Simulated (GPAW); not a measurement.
A run of GPAW 26.7.0:

Contents of run.py:

```python
from ase import Atoms
from ase.dft.bandgap import bandgap
from ase.io import write
from ase.units import GPa
from gpaw import GPAW, PW

atoms = Atoms(['Ni'],
              cell=[[-1.38371547, 1.38371547, 1.38371547],
                    [1.38371547, -1.38371547, 1.38371547],
                    [1.38371547, 1.38371547, -1.38371547]],
              scaled_positions=[[0.0, 0.0, 0.0]],
              pbc=True)
atoms.set_initial_magnetic_moments([1.0])

calc = GPAW(mode=PW(600),
            xc='PBE',
            kpts={'size': (13, 13, 13), 'gamma': True},
            occupations={'name': 'fermi-dirac', 'width': 0.05},
            nbands=17,
            convergence={'density': 1e-05, 'energy': 1e-05},
            maxiter=150,
            txt='gpaw.txt')
atoms.calc = calc
energy = atoms.get_potential_energy()
forces = atoms.get_forces()
stress = atoms.get_stress()
calc.write('gs.gpw')
write('result.traj', atoms)
print(f'Energy: {energy:.6f} eV')
print('Forces (eV/A):')
print(forces.round(4))
print('Stress (GPa):', (stress / GPa).round(3))
print('Moments:', calc.get_magnetic_moments().round(3))
print('Fermi level:', round(calc.get_fermi_level(), 4), 'eV')
print(f'Gap: {bandgap(calc)[0]:.4f} eV, direct: {bandgap(calc, direct=True)[0]:.4f} eV')
```

Potentials or basis: GPAW PAW data sets (gpaw-data 1.2.1), pw.

Run with:

```console
$ OMP_NUM_THREADS=1 python run.py
```

Hardware: 1 thread of Arm Neoverse V2 (shared host).

Question: How long does it take, and how much memory?

Answer: Wall time 19 s on 1 thread of Arm Neoverse V2 (shared host), peak memory 0.14 GiB. Counts: scf iterations 11, plane waves 370, bands 17, k points 84.
